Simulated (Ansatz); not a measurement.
CaO:

```
Ca O
1.0
     0.00000    2.40356    2.40356
     2.40356    0.00000    2.40356
     2.40356    2.40356    0.00000
Ca O
1 1
Direct
  0.00000 0.00000 0.00000
  0.50000 0.50000 0.50000
```

The cell is a database's computed one.

| Item | Value |
| --- | --- |
| Program | Ansatz 0.2.0 |
| Task | relaxation of cell and atoms |
| Functional | PBEsol |
| Potentials or basis | all-electron LAPW, scalar-relativistic |
| Basis error allowed | 0.001 eV/atom |
| k mesh | 10 × 10 × 10 |
| Occupations | fermi-dirac, width 0.05 eV |
| Spin | no spin polarisation |

At the start: volume 13.89 Å³/atom.

Q: How do energy, volume and symmetry change on relaxing?

A: Over 4 steps the energy falls by 3.0 meV/atom and the volume is 13.55 Å³/atom (-2.5 %); space group Fm-3m (No. 225, to 0.05 Å).

Step by step:
| step | energy change (eV) | largest force (eV/Å) | volume (Å³) |
| --- | --- | --- | --- |
| 1 | 0.0000 | 0.0000 | 27.77 |
| 2 | -0.0058 | 0.0000 | 26.98 |
| 3 | -0.0060 | 0.0000 | 27.09 |
| 4 | -0.0060 | 0.0000 | 27.09 |

Final structure:
```yaml
crystal:
  lattice:
    - [0.00000, 2.38376, 2.38376]
    - [2.38376, 0.00000, 2.38376]
    - [2.38376, 2.38376, 0.00000]
  atoms:
    - { symbol: Ca, position: [0.00000, 0.00000, 0.00000] }
    - { symbol: O, position: [0.50000, 0.50000, 0.50000] }
```
